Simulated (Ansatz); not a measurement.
The system is Si.

```
Si
1.0
     4.71324    2.72119    1.88400
    -4.71324    2.72119    1.88400
     0.00000   -5.44238    1.88400
Si
8
Direct
  0.51876 0.01710 0.71491
  0.28715 0.28715 0.28715
  0.71491 0.51876 0.01710
  0.48124 0.98290 0.28509
  0.28509 0.48124 0.98290
  0.71285 0.71285 0.71285
  0.98290 0.28509 0.48124
  0.01710 0.71491 0.51876
```

This isn't the form of Si at room conditions, which is diamond.

Program: Ansatz 0.2.0. Alike in all runs: potentials or basis Ansatz PAW; no spin polarisation; cell as given; smearing fermi-dirac 0.05 eV.

Question: Order these runs on this cell by their band gap on the k mesh, lowest first.
A. level PBE0; k mesh 4 × 4 × 4; cutoff (eV) 420
B. level r2SCAN; k mesh 6 × 6 × 6; cutoff (eV) 500; points for each segment of the path 10
C. level HSE06; k mesh 4 × 4 × 4; cutoff (eV) 420; points for each segment of the path 4

Answer: B (metal), C (0.25 eV), A (0.87 eV).

A k mesh can miss the band edges.

Not every run made on this cell is shown here.
